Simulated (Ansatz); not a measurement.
The system is NiO.

```
Ni O
1.0
     0.00000    2.08590    2.08590
     2.08590    0.00000    2.08590
     2.08590    2.08590    0.00000
Ni O
1 1
Direct
  0.00000 0.00000 0.00000
  0.50000 0.50000 0.50000
```

Base run:

* Program: Ansatz 0.2.0
* Functional: PBE
* Potentials or basis: PseudoDojo stringent (PBE files)
* Cutoff: 1415 eV
* Density cutoff: 5660 eV
* k mesh: 11 × 11 × 11
* Occupations: fermi-dirac, width 0.05 eV
* Spin: collinear spin, ferromagnetic start
* Starting moments: [1.0, 0.0] μB

Its results: band gap on the k mesh none (metal or under the smearing width); pressure 6.2 GPa; net moment 1.83 μB per cell; site moments Ni +1.47; O +0.31 μB.

Q: The run is repeated on the same cell with these changes: potentials or basis from PseudoDojo stringent (PBE files) to Ansatz PAW; cutoff from 1415 eV to 420 eV (not typed: the program's choice for these potentials); k mesh from 11 × 11 × 11 to 5 × 5 × 5. What comes out?

A: Band gap on the k mesh none (metal or under the smearing width); pressure 5.6 GPa; net moment 1.72 μB per cell; site moments Ni +1.40; O +0.27 μB.

Caveats: some runs use coarse meshes; a cell with one magnetic atom can't hold antiferromagnetic order, which such compounds often take; semilocal functionals often make such compounds metallic where correlation or magnetic order opens a gap, which also shifts bond lengths.
